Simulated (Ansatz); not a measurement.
Ideal-gas functions of C₃H₂N₂ (`N#CCC#N`) at 500 K and 1 bar, from an Ansatz frequency run at PBE0-D4/def2-TZVP.

Molar mass 66.06 g/mol, point group C2v (symmetry number 2), electronic degeneracy 1, moments of inertia 23.832, 170.702, 191.4 u Å². Harmonic wavenumbers (cm⁻¹, unscaled): 147, 345, 380, 381, 595, 918, 932, 1007, 1240, 1340, 1434, 2403, 2407, 3067, 3109.

Use S(trans) = R[1.5 ln M + 2.5 ln T − 1.1517]; rotational temperatures θ = 24.2544 K / I; S(rot) = R[ln(√π/σ · √(T³/θAθBθC)) + 1.5]; for each mode x = 1.438777 ν̃/T, S = R[x/(eˣ − 1) − ln(1 − e⁻ˣ)] and H = RT x/(eˣ − 1); 1 cm⁻¹ = 0.0119627 kJ/mol; R = 8.31446 J/(mol·K).

**Question.** By hand: the entropy, in J/(mol·K).

**Answer.** Translation 171.9. Rotation: θ = 1.0177, 0.1421, 0.1267 K, giving 105.6. Vibration, mode by mode: 15.53, 8.71, 7.97, 7.95, 4.79, 2.30, 2.23, 1.88, 1.10, 0.87, 0.70, 0.07, 0.06, 0.01, 0.01, in all 54.2. Electronic 0.0. Sum 331.7 J/(mol·K).

**Question.** By hand: H − E and G − E in kJ/mol, counted from the electronic energy.

**Answer.** Zero-point energy ½ × 19705 × 0.0119627 = 117.9; thermal vibration 15.4; translation, rotation and pV give 4 RT = 16.6. H − E = 149.9 kJ/mol, and G − E = 149.9 − 500 × 331.7/1000 = -15.9 kJ/mol.

Vibration gives 16 % of the entropy, 15.5 J/(mol·K) of it from the mode under 150 cm⁻¹: soft modes count most, and the harmonic formula is weakest for them.
